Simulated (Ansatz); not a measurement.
## The polar optical mode of NaF, worked through

These are results of DFT r2SCAN+D3(BJ), scalar-relativistic, plane waves, PAW (Ansatz), not measurements. Plane waves to 500 eV; Γ-centred k mesh 8×8×8; fixed occupations. No spin polarisation. Phonons by linear response, acoustic sum rule imposed.

The cell is fixed (symmetry leaves no force on the atoms) and stands under 0.0 GPa:
Space group Pm-3m (No. 221). a = 2.771 Å, b = 2.771 Å, c = 2.771 Å, α = 90.00°, β = 90.00°, γ = 90.00°
| atom | site | symmetry | x | y | z |
| --- | --- | --- | --- | --- | --- |
| Na | 1a | m-3m | 0.0000 | 0.0000 | 0.0000 |
| F | 1b | m-3m | 0.5000 | 0.5000 | 0.5000 |

The cell is the ideal cubic caesium chloride prototype; this isn't the usual structure of the compound.

Linear response gives ν_TO = 205.3 cm⁻¹, Born charges ±1.032 e (positive on Na) and ε∞ = 1.901. The primitive cell holds 21.270 Å³, and the masses are 22.990 and 18.998 amu.

Question: Find ν_LO and the static dielectric constant.

Answer: The long-wave field adds a restoring force: ω_LO² − ω_TO² = Z*²e²/(ε_vac ε∞ μV). In these units ν_LO² − ν_TO² = 4.92064×10⁷ Z*²/(μ V ε∞) cm⁻², with μ = m₁m₂/(m₁ + m₂) = 10.402 amu: 124610 cm⁻². So ν_LO = √(205.3² + 124610) = 408.4 cm⁻¹, and the run gives 408.3. Lyddane–Sachs–Teller then gives ε0 = ε∞ (ν_LO/ν_TO)² = 7.52, against 7.52 in the run (it forms both from the same three quantities, so the match checks the arithmetic only). Between ν_TO and ν_LO the dielectric function is negative and an undamped crystal reflects fully: a reststrahlen band from 24.5 to 48.7 μm.

Question: What do the Clausius–Mossotti polarisability and the Szigeti charge come to?

Answer: With the Lorentz local field, α = (3V/4π)(ε∞ − 1)/(ε∞ + 2) = 1.17 Å³ for the pair, and e_S = 3Z*/(ε∞ + 2) = 0.79 e. The Born charge includes the electrons' response to the dipole's own local field, and e_S takes that enhancement out. The Lorentz field assumes point-like polarisable ions, a fair picture at this small ε∞.

Question: How strongly does a slow electron couple to the LO mode?

Answer: For one isotropic parabolic band, Fröhlich's constant is α_F = (1/ε∞ − 1/ε0) √(m* Ry/ħω_LO), with Ry = 13.606 eV, ħω_LO = 50.6 meV and m* in free-electron masses: α_F = 0.3931 × 16.39 × √m* = 6.44 √m*. The band mass isn't part of this run; for m* = 0.1, 0.3 and 1 it gives 2.04, 3.53, 6.44. In weak coupling the polaron lies α_F ħω_LO below the band edge (179 meV at m* = 0.3) with a mass m*(1 + α_F/6); past α_F of about 5 or 6 that expansion fails. A semilocal functional's ε∞ tends to be too large, which taken alone lowers α_F.

Cost: 1 run of about 2.2 core-minutes, on Intel Xeon Processor @ 2.50GHz (Skylake/Cascade Lake) (shared hosts).